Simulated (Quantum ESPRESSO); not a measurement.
# stanene, 1 layer: a series in biaxial strain, part 4 of 6

Wanted: a table for stanene, 1 layer against biaxial strain, and what can be fitted to it.

Quantum ESPRESSO 7.5; plane-wave DFT, PBE, GBRV ultrasoft pseudopotentials.

So far. Step 4 (Self-consistent run, -4 %): By band count these two levels touch or overlap: there is no gap, and they are no band edges. Step 6 (Bands along a path, -4 %): By band count these two levels touch or overlap: there is no gap, and they are no band edges.

### Step 7. Relaxation with pw.x, -3 %

Input file m1.relax.in:

```
&control
  prefix = 'm1.relax'
  outdir = './out'
  pseudo_dir = './pseudo'
  nstep = 40
  forc_conv_thr = 0.0003
  calculation = 'relax'
  tstress = .true.
/
&system
  ibrav = 0
  nat = 2
  ntyp = 1
  ecutwfc = 50
  ecutrho = 250
  occupations = 'smearing'
  smearing = 'fd'
  degauss = 0.002
/
&electrons
  conv_thr = 1e-09
  mixing_beta = 0.4
  electron_maxstep = 120
  mixing_mode = 'plain'
/
&ions
/
ATOMIC_SPECIES
  Sn  118.7100  sn_pbe_v1.4.uspp.F.UPF
CELL_PARAMETERS angstrom
  4.45893913299000 0.00000000000000 0.00000000000000
  -2.22946956601000 3.86155456245000 0.00000000000000
  0.00000000000000 0.00000000000000 15.85000000000000
ATOMIC_POSITIONS crystal
  Sn  0.666666666700 0.333333333300 0.471503813600
  Sn  0.333333333300 0.666666666700 0.528496186400
K_POINTS automatic
  6 6 1 0 0 0
```

Command:

```bash
$ OMP_NUM_THREADS=1 mpirun -n 4 pw.x -nk 2 -in m1.relax.in > m1.relax.out
```

The program printed:

```text
[banner, memory and clock lines left out]
Program PWSCF v.7.5 starts
[...]
Message from routine setup:
[...]
number of electrons       =        28.00
     number of Kohn-Sham states=           18
     kinetic-energy cutoff     =      50.0000  Ry
     charge density cutoff     =     250.0000  Ry
[...]
number of k points=     7  Fermi-Dirac smearing, width (Ry)=  0.0020
[...]
Dense  grid:   122863 G-vectors     FFT dimensions: (  45,  45, 160)
[...]
negative rho (up, down):  3.369E-04 0.000E+00
     Starting wfcs are   18 randomized atomic wfcs
[...]
negative rho (up, down):  1.938E-04 0.000E+00
[...]
estimated scf accuracy    <       2.26187587 Ry
[...]
negative rho (up, down):  2.391E-04 0.000E+00
[...]
estimated scf accuracy    <       0.17307756 Ry
[...]
negative rho (up, down):  3.383E-04 0.000E+00
[...]
estimated scf accuracy    <       0.01703118 Ry
[...]
negative rho (up, down):  3.530E-04 0.000E+00
[...]
estimated scf accuracy    <       0.00766885 Ry
[...]
negative rho (up, down):  3.919E-04 0.000E+00
[...]
estimated scf accuracy    <       0.00085703 Ry
[...]
negative rho (up, down):  3.997E-04 0.000E+00
[...]
estimated scf accuracy    <       0.00073643 Ry
[...]
negative rho (up, down):  4.074E-04 0.000E+00
[...]
estimated scf accuracy    <       0.00008566 Ry
[...]
negative rho (up, down):  4.131E-04 0.000E+00
[...]
estimated scf accuracy    <       0.00001483 Ry
[...]
negative rho (up, down):  4.143E-04 0.000E+00
[...]
estimated scf accuracy    <       0.00000074 Ry
[...]
negative rho (up, down):  4.156E-04 0.000E+00
[...]
estimated scf accuracy    <       0.00000022 Ry
[...]
negative rho (up, down):  4.160E-04 0.000E+00
[...]
estimated scf accuracy    <       0.00000001 Ry
[...]
negative rho (up, down):  4.163E-04 0.000E+00
[...]
estimated scf accuracy    <       0.00000001 Ry
[...]
negative rho (up, down):  4.164E-04 0.000E+00
[...]
estimated scf accuracy    <          4.5E-09 Ry
[...]
negative rho (up, down):  4.166E-04 0.000E+00
[...]
the Fermi energy is    -1.3273 ev
!    total energy              =    -318.41487961 Ry
     estimated scf accuracy    <          2.3E-11 Ry
     smearing contrib. (-TS)   =      -0.00034615 Ry
     internal energy E=F+TS    =    -318.41453346 Ry
[...]
one-electron contribution =    -712.04788028 Ry
     hartree contribution      =     364.29741637 Ry
     xc contribution           =     -85.94584151 Ry
     ewald contribution        =     115.28177197 Ry
     convergence has been achieved in  14 iterations
     negative rho (up, down):  4.166E-04 0.000E+00
[...]
Total force =     0.022204     Total SCF correction =     0.000034
[...]
negative rho (up, down):  4.166E-04 0.000E+00
[...]
negative rho (up, down):  4.149E-04 0.000E+00
[...]
negative rho (up, down):  4.155E-04 0.000E+00
[...]
estimated scf accuracy    <       0.00001788 Ry
[...]
negative rho (up, down):  4.161E-04 0.000E+00
[...]
estimated scf accuracy    <       0.00000237 Ry
[...]
negative rho (up, down):  4.168E-04 0.000E+00
[...]
estimated scf accuracy    <       0.00000023 Ry
[...]
negative rho (up, down):  4.173E-04 0.000E+00
[...]
estimated scf accuracy    <       0.00000002 Ry
[...]
negative rho (up, down):  4.176E-04 0.000E+00
[...]
estimated scf accuracy    <          2.8E-09 Ry
[...]
negative rho (up, down):  4.179E-04 0.000E+00
[...]
the Fermi energy is    -1.3262 ev
!    total energy              =    -318.41536264 Ry
     estimated scf accuracy    <          4.7E-10 Ry
     smearing contrib. (-TS)   =      -0.00026500 Ry
     internal energy E=F+TS    =    -318.41509764 Ry
[...]
one-electron contribution =    -710.89897058 Ry
     hartree contribution      =     363.72387654 Ry
     xc contribution           =     -85.94112475 Ry
     ewald contribution        =     114.70112116 Ry
     convergence has been achieved in   6 iterations
     negative rho (up, down):  4.179E-04 0.000E+00
[...]
Total force =     0.021282     Total SCF correction =     0.000127
[...]
negative rho (up, down):  4.179E-04 0.000E+00
[...]
WARNING: bfgs curvature condition failed, Theta= 0.835
[...]
negative rho (up, down):  4.156E-04 0.000E+00
[...]
negative rho (up, down):  4.163E-04 0.000E+00
[...]
estimated scf accuracy    <       0.00001168 Ry
[...]
negative rho (up, down):  4.170E-04 0.000E+00
[...]
estimated scf accuracy    <       0.00000226 Ry
[...]
negative rho (up, down):  4.177E-04 0.000E+00
[...]
estimated scf accuracy    <       0.00000013 Ry
[...]
negative rho (up, down):  4.182E-04 0.000E+00
[...]
estimated scf accuracy    <          9.2E-09 Ry
[...]
negative rho (up, down):  4.186E-04 0.000E+00
[...]
estimated scf accuracy    <          2.1E-09 Ry
[...]
negative rho (up, down):  4.188E-04 0.000E+00
[...]
estimated scf accuracy    <          2.3E-10 Ry
[...]
negative rho (up, down):  4.189E-04 0.000E+00
[...]
estimated scf accuracy    <          5.1E-11 Ry
[...]
negative rho (up, down):  4.190E-04 0.000E+00
[...]
the Fermi energy is    -1.3198 ev
!    total energy              =    -318.41585911 Ry
     estimated scf accuracy    <          3.7E-12 Ry
     smearing contrib. (-TS)   =      -0.00017357 Ry
     internal energy E=F+TS    =    -318.41568554 Ry
[...]
one-electron contribution =    -709.62795653 Ry
     hartree contribution      =     363.09472090 Ry
     xc contribution           =     -85.93619714 Ry
     ewald contribution        =     114.05374723 Ry
     convergence has been achieved in   8 iterations
     negative rho (up, down):  4.190E-04 0.000E+00
[...]
Total force =     0.019319     Total SCF correction =     0.000012
[...]
negative rho (up, down):  4.190E-04 0.000E+00
[...]
negative rho (up, down):  4.126E-04 0.000E+00
[...]
negative rho (up, down):  4.140E-04 0.000E+00
[...]
estimated scf accuracy    <       0.00001424 Ry
[...]
negative rho (up, down):  4.154E-04 0.000E+00
[...]
estimated scf accuracy    <       0.00000364 Ry
[...]
negative rho (up, down):  4.166E-04 0.000E+00
[...]
estimated scf accuracy    <       0.00000008 Ry
[...]
negative rho (up, down):  4.175E-04 0.000E+00
[...]
estimated scf accuracy    <       0.00000003 Ry
[...]
negative rho (up, down):  4.181E-04 0.000E+00
[...]
estimated scf accuracy    <          3.1E-09 Ry
[...]
negative rho (up, down):  4.184E-04 0.000E+00
[...]
estimated scf accuracy    <          2.4E-10 Ry
[...]
negative rho (up, down):  4.190E-04 0.000E+00
[...]
the Fermi energy is    -1.3020 ev
!    total energy              =    -318.41649632 Ry
     estimated scf accuracy    <          4.1E-11 Ry
     smearing contrib. (-TS)   =      -0.00007488 Ry
     internal energy E=F+TS    =    -318.41642144 Ry
[...]
one-electron contribution =    -707.70629926 Ry
     hartree contribution      =     362.15317559 Ry
     xc contribution           =     -85.92936311 Ry
     ewald contribution        =     113.06606534 Ry
     convergence has been achieved in   7 iterations
     negative rho (up, down):  4.190E-04 0.000E+00
[...]
Total force =     0.015279     Total SCF correction =     0.000045
[...]
negative rho (up, down):  4.190E-04 0.000E+00
[...]
negative rho (up, down):  4.039E-04 0.000E+00
[...]
negative rho (up, down):  4.068E-04 0.000E+00
[...]
estimated scf accuracy    <       0.00002600 Ry
[...]
negative rho (up, down):  4.105E-04 0.000E+00
[...]
estimated scf accuracy    <       0.00000692 Ry
[...]
negative rho (up, down):  4.125E-04 0.000E+00
[...]
estimated scf accuracy    <       0.00000015 Ry
[...]
negative rho (up, down):  4.141E-04 0.000E+00
[...]
estimated scf accuracy    <       0.00000003 Ry
[...]
negative rho (up, down):  4.150E-04 0.000E+00
[...]
estimated scf accuracy    <          6.9E-09 Ry
[...]
negative rho (up, down):  4.157E-04 0.000E+00
[...]
estimated scf accuracy    <          9.8E-10 Ry
[...]
negative rho (up, down):  4.167E-04 0.000E+00
[...]
the Fermi energy is    -1.2663 ev
!    total energy              =    -318.41712636 Ry
     estimated scf accuracy    <          3.0E-11 Ry
     smearing contrib. (-TS)   =      -0.00001629 Ry
     internal energy E=F+TS    =    -318.41711007 Ry
[...]
one-electron contribution =    -704.76971570 Ry
     hartree contribution      =     360.72377274 Ry
     xc contribution           =     -85.91952309 Ry
     ewald contribution        =     111.54835597 Ry
     convergence has been achieved in   7 iterations
     negative rho (up, down):  4.167E-04 0.000E+00
[...]
Total force =     0.007483     Total SCF correction =     0.000010
[...]
negative rho (up, down):  4.167E-04 0.000E+00
[...]
negative rho (up, down):  4.030E-04 0.000E+00
[...]
negative rho (up, down):  4.050E-04 0.000E+00
[...]
estimated scf accuracy    <       0.00002361 Ry
[...]
negative rho (up, down):  4.076E-04 0.000E+00
[...]
estimated scf accuracy    <       0.00000624 Ry
[...]
negative rho (up, down):  4.092E-04 0.000E+00
[...]
estimated scf accuracy    <       0.00000016 Ry
[...]
negative rho (up, down):  4.106E-04 0.000E+00
[...]
estimated scf accuracy    <       0.00000002 Ry
[...]
negative rho (up, down):  4.114E-04 0.000E+00
[...]
estimated scf accuracy    <          1.7E-09 Ry
[...]
negative rho (up, down):  4.120E-04 0.000E+00
[...]
estimated scf accuracy    <          2.6E-10 Ry
[...]
negative rho (up, down):  4.128E-04 0.000E+00
[...]
the Fermi energy is    -1.2284 ev
!    total energy              =    -318.41730817 Ry
     estimated scf accuracy    <          6.2E-11 Ry
     smearing contrib. (-TS)   =      -0.00000344 Ry
     internal energy E=F+TS    =    -318.41730473 Ry
[...]
one-electron contribution =    -701.87610423 Ry
     hartree contribution      =     359.31654514 Ry
     xc contribution           =     -85.90999588 Ry
     ewald contribution        =     110.05225024 Ry
     convergence has been achieved in   7 iterations
     negative rho (up, down):  4.128E-04 0.000E+00
[...]
Total force =     0.000617     Total SCF correction =     0.000050
[...]
negative rho (up, down):  4.128E-04 0.000E+00
[...]
negative rho (up, down):  4.132E-04 0.000E+00
[...]
negative rho (up, down):  4.132E-04 0.000E+00
[...]
estimated scf accuracy    <       0.00000014 Ry
[...]
negative rho (up, down):  4.133E-04 0.000E+00
[...]
estimated scf accuracy    <       0.00000004 Ry
[...]
negative rho (up, down):  4.133E-04 0.000E+00
[...]
estimated scf accuracy    <          9.0E-10 Ry
[...]
negative rho (up, down):  4.133E-04 0.000E+00
[...]
estimated scf accuracy    <          9.0E-11 Ry
[...]
negative rho (up, down):  4.133E-04 0.000E+00
[...]
the Fermi energy is    -1.2315 ev
!    total energy              =    -318.41730954 Ry
     estimated scf accuracy    <          1.1E-11 Ry
     smearing contrib. (-TS)   =      -0.00000386 Ry
     internal energy E=F+TS    =    -318.41730569 Ry
[...]
one-electron contribution =    -702.09926044 Ry
     hartree contribution      =     359.42512488 Ry
     xc contribution           =     -85.91073318 Ry
     ewald contribution        =     110.16756306 Ry
     convergence has been achieved in   5 iterations
     negative rho (up, down):  4.133E-04 0.000E+00
[...]
Total force =     0.000038     Total SCF correction =     0.000008
[...]
negative rho (up, down):  4.133E-04 0.000E+00
[...]
```

Wall time 59 s (4 MPI ranks of Intel Xeon Platinum 8488C (Sapphire Rapids), shared host); peak memory 0.69 GiB.

Step by step:

```
step  energy less that of the first step (eV)  largest force (eV/Å)
   1                                   0.0000                0.4037
   2                                  -0.0066                0.3869
   3                                  -0.0133                0.3512
   4                                  -0.0220                0.2778
   5                                  -0.0306                0.1360
   6                                  -0.0330                0.0112
   7                                  -0.0331                0.0007
```

The atoms that moved most (Å):

```csv
atom,dx,dy,dz,length
Sn1,0.000,0.000,-0.070,0.070
Sn2,0.000,0.000,0.070,0.070
```

The relaxed structure:

```cif
data_structure
_symmetry_space_group_name_H-M 'P 1'
_symmetry_Int_Tables_number 1
_cell_length_a 4.4589
_cell_length_b 4.4589
_cell_length_c 15.8500
_cell_angle_alpha 90.000
_cell_angle_beta 90.000
_cell_angle_gamma 120.000
_cell_volume 272.91
loop_
_atom_site_label
_atom_site_type_symbol
_atom_site_fract_x
_atom_site_fract_y
_atom_site_fract_z
_atom_site_occupancy
Sn1 Sn 0.66667 0.33333 0.46709 1
Sn2 Sn 0.33333 0.66667 0.53291 1
```

The relaxation lowers the energy by 17 meV an atom.

This step gave:

```
free energy  : -4332.2882 eV
Fermi energy : -1.232 eV
```

### Step 8. Self-consistent run, -3 %

Input file m1.scf.in:

```
&control
  prefix = 'm1.scf'
  outdir = './out'
  pseudo_dir = './pseudo'
  calculation = 'scf'
  tprnfor = .true.
/
&system
  ibrav = 0
  nat = 2
  ntyp = 1
  ecutwfc = 40
  ecutrho = 200
  occupations = 'smearing'
  smearing = 'fd'
  degauss = 0.002
  nbnd = 18
/
&electrons
  conv_thr = 1e-09
  mixing_beta = 0.4
  electron_maxstep = 120
  mixing_mode = 'plain'
/
ATOMIC_SPECIES
  Sn  118.7100  sn_pbe_v1.4.uspp.F.UPF
CELL_PARAMETERS angstrom
  4.45893913299000 0.00000000000000 0.00000000000000
  -2.22946956601000 3.86155456245000 0.00000000000000
  0.00000000000000 0.00000000000000 15.85000000000000
ATOMIC_POSITIONS crystal
  Sn  0.666666666700 0.333333333300 0.467090107300
  Sn  0.333333333300 0.666666666700 0.532909892700
K_POINTS automatic
  6 6 1 0 0 0
```

Command:

```bash
$ OMP_NUM_THREADS=1 mpirun -n 4 pw.x -nk 2 -in m1.scf.in > m1.scf.out
```

The program printed:

```text
[banner, memory and clock lines left out]
Program PWSCF v.7.5 starts
[...]
Message from routine setup:
[...]
number of electrons       =        28.00
     number of Kohn-Sham states=           18
     kinetic-energy cutoff     =      40.0000  Ry
     charge density cutoff     =     200.0000  Ry
[...]
number of k points=     7  Fermi-Dirac smearing, width (Ry)=  0.0020
[...]
Dense  grid:    87789 G-vectors     FFT dimensions: (  40,  40, 135)
[...]
negative rho (up, down):  3.347E-04 0.000E+00
     Starting wfcs are   18 randomized atomic wfcs
[...]
estimated scf accuracy    <       2.30462778 Ry
[...]
estimated scf accuracy    <       0.17410029 Ry
[...]
estimated scf accuracy    <       0.01343669 Ry
[...]
negative rho (up, down):  4.886E-06 0.000E+00
[...]
estimated scf accuracy    <       0.00107851 Ry
[...]
negative rho (up, down):  3.881E-05 0.000E+00
[...]
estimated scf accuracy    <       0.00013278 Ry
[...]
negative rho (up, down):  3.080E-05 0.000E+00
[...]
estimated scf accuracy    <       0.00011610 Ry
[...]
negative rho (up, down):  4.340E-05 0.000E+00
[...]
estimated scf accuracy    <       0.00000207 Ry
[...]
negative rho (up, down):  4.332E-05 0.000E+00
[...]
estimated scf accuracy    <       0.00000055 Ry
[...]
negative rho (up, down):  4.504E-05 0.000E+00
[...]
estimated scf accuracy    <       0.00000006 Ry
[...]
negative rho (up, down):  4.606E-05 0.000E+00
[...]
estimated scf accuracy    <       0.00000015 Ry
[...]
negative rho (up, down):  4.669E-05 0.000E+00
[...]
estimated scf accuracy    <          8.7E-09 Ry
[...]
negative rho (up, down):  4.763E-05 0.000E+00
[...]
the Fermi energy is    -1.2319 ev
!    total energy              =    -318.40487623 Ry
     estimated scf accuracy    <          5.8E-10 Ry
     smearing contrib. (-TS)   =      -0.00000388 Ry
     internal energy E=F+TS    =    -318.40487235 Ry
[...]
one-electron contribution =    -702.09063500 Ry
     hartree contribution      =     359.43147400 Ry
     xc contribution           =     -85.91327439 Ry
     ewald contribution        =     110.16756305 Ry
     convergence has been achieved in  12 iterations
     negative rho (up, down):  4.763E-05 0.000E+00
[...]
Total force =     0.000032     Total SCF correction =     0.000118
[...]
```

Run time: 8.8 s. Hardware: 4 MPI ranks; peak memory 0.54 GiB; 34 s of CPU time.

This step gave:

```
free energy                          : -4332.1190 eV
valence top, on the run's zero       : -1.045 eV
conduction bottom, on the run's zero : -1.438 eV
```

By band count these two levels touch or overlap: there is no gap, and they are no band edges.

(Part 4 of 6 ends here.)

[Logs are printed without paths, hosts, clocks, repeated set-up lines and the standing remarks that a program may print on its own settings, such as how far it seeks lower states.]

[Hosts, paths, dates, database ids (printed as entryN), source tags and the programs' standing remarks are cut or masked in the printed files.]

[Maps of the electrostatic potential energy from Ansatz leave out the sawtooth potential of an applied field or a dipole correction, so their vacuum need not be flat; planar profiles and work functions include it.]
